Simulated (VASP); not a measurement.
Crystal: I.

```
I
1.0
    -1.61746    1.61746    4.26481
     1.61746   -1.61746    4.26481
     1.61746    1.61746   -4.26481
I
1
Direct
  0.00000 0.00000 0.00000
```

- Program: VASP 6.6.1
- Task: relaxation of cell and atoms
- Functional: r2SCAN
- Potentials or basis: VASP PAW PBE potentials, release 64 (I)
- Cutoff: 600 eV
- k mesh: 11 × 11 × 11
- Occupations: gaussian, width 0.05 eV
- Spin: no spin polarisation

At the start: pressure -0.4 GPa; volume 44.63 Å³/atom.

Q: Where does the relaxation end?

A: Over 13 steps the energy falls by 10.4 meV/atom and the volume is 40.36 Å³/atom (-9.6 %); space group I4/mmm (No. 139, to 0.05 Å).

Step by step:
| step | energy change (eV) | largest force (eV/Å) | pressure (GPa) | volume (Å³) |
| --- | --- | --- | --- | --- |
| 1 | 0.0000 | 0.0000 | -0.35 | 44.63 |
| 2 | -0.0015 | 0.0000 | -0.14 | 44.00 |
| 3 | -0.0027 | 0.0000 | 0.20 | 43.09 |
| 4 | -0.0036 | 0.0000 | 0.17 | 42.92 |
| 5 | -0.0061 | 0.0000 | 0.07 | 42.42 |
| 6 | -0.0095 | 0.0000 | -0.09 | 41.41 |
| 7 | -0.0068 | 0.0000 | -0.26 | 39.35 |
| 8 | -0.0102 | 0.0000 | -0.16 | 40.85 |
| 9 | -0.0103 | 0.0000 | -0.18 | 40.69 |
| 10 | -0.0104 | 0.0000 | -0.01 | 40.28 |
| 11 | -0.0104 | 0.0000 | -0.03 | 40.32 |
| 12 | -0.0104 | 0.0000 | -0.03 | 40.33 |
| 13 | -0.0104 | 0.0000 | -0.01 | 40.36 |

Final structure:
```
CELL_PARAMETERS angstrom
-1.61447 1.61447 3.87106
1.61447 -1.61447 3.87106
1.61447 1.61447 -3.87106
ATOMIC_POSITIONS crystal
I 0.00000 0.00000 0.00000
```

Caveat: the PAW data sets were made with another functional, which shifts forces and pressure a little; an odd number of electrons without spin polarisation forces a metal; a magnetic or distorted state may lie lower.
